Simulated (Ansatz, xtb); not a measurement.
# Loss of HF: C4H9F → C4H8 + HF

Species: C4H9F (2-fluorobutane) `CCC(C)F`, singlet; C4H8 (1-butene) `C=CCC`, singlet; HF (hydrogen fluoride), singlet. 

Shapes, held fixed at every level: PBE0-D4/def2-TZVP. Flexible molecules stand in one conformer, not always the lowest. Programs: Ansatz 0.2.0, xtb 6.7.1. The zero-point and thermal change to 298 K, harmonic and unscaled (PBE0-D4/def2-TZVP), is -11.3 kJ/mol.

```json
{"level": "GFN0-xTB", "kind": "semi-empirical", "ΔH(298 K) (kJ/mol)": "+93.7", "less CCSD(T)/CBS estimate": "+31.4", "CPU time (sum over the molecules)": "0.08 s"}
{"level": "HF/def2-SVP", "kind": "Hartree–Fock", "ΔH(298 K) (kJ/mol)": "+83.4", "less CCSD(T)/CBS estimate": "+21.1", "CPU time (sum over the molecules)": "–"}
{"level": "PBE-D4/def2-TZVPP", "kind": "GGA", "ΔH(298 K) (kJ/mol)": "+75.3", "less CCSD(T)/CBS estimate": "+13.0", "CPU time (sum over the molecules)": "17 s"}
{"level": "PBE0-D4/def2-TZVPP", "kind": "global hybrid", "ΔH(298 K) (kJ/mol)": "+82.4", "less CCSD(T)/CBS estimate": "+20.1", "CPU time (sum over the molecules)": "17 s"}
{"level": "r2SCAN0-D4/def2-TZVPP", "kind": "global hybrid", "ΔH(298 K) (kJ/mol)": "+86.3", "less CCSD(T)/CBS estimate": "+24.0", "CPU time (sum over the molecules)": "28 s"}
{"level": "wB97M-V/def2-TZVPP", "kind": "range-separated hybrid", "ΔH(298 K) (kJ/mol)": "+77.9", "less CCSD(T)/CBS estimate": "+15.6", "CPU time (sum over the molecules)": "69 s"}
{"level": "CCSD(T)/def2-TZVPP", "kind": "coupled cluster or CI", "ΔH(298 K) (kJ/mol)": "+64.5", "less CCSD(T)/CBS estimate": "+2.2", "CPU time (sum over the molecules)": "24 min"}
{"level": "CCSD/def2-TZVPP", "kind": "coupled cluster or CI", "ΔH(298 K) (kJ/mol)": "+65.9", "less CCSD(T)/CBS estimate": "+3.6", "CPU time (sum over the molecules)": "–"}
{"level": "CCSD(T)/CBS estimate", "kind": "coupled cluster or CI", "ΔH(298 K) (kJ/mol)": "+62.3", "less CCSD(T)/CBS estimate": "0.0", "CPU time (sum over the molecules)": "27 min"}
```

The highest level, CCSD(T)/CBS estimate, gives ΔH(298 K) = +62.3 kJ/mol; the levels span +62.3 to +93.7. The column of differences is taken from that level and isn't an error. No measured value is set beside it here. The CBS estimate extrapolates MP2 from def2-TZVPP and def2-QZVPP and adds CCSD(T) − MP2 in the triple-zeta set, cores frozen. Times are processor times on shared x86 and Arm servers, and rough.
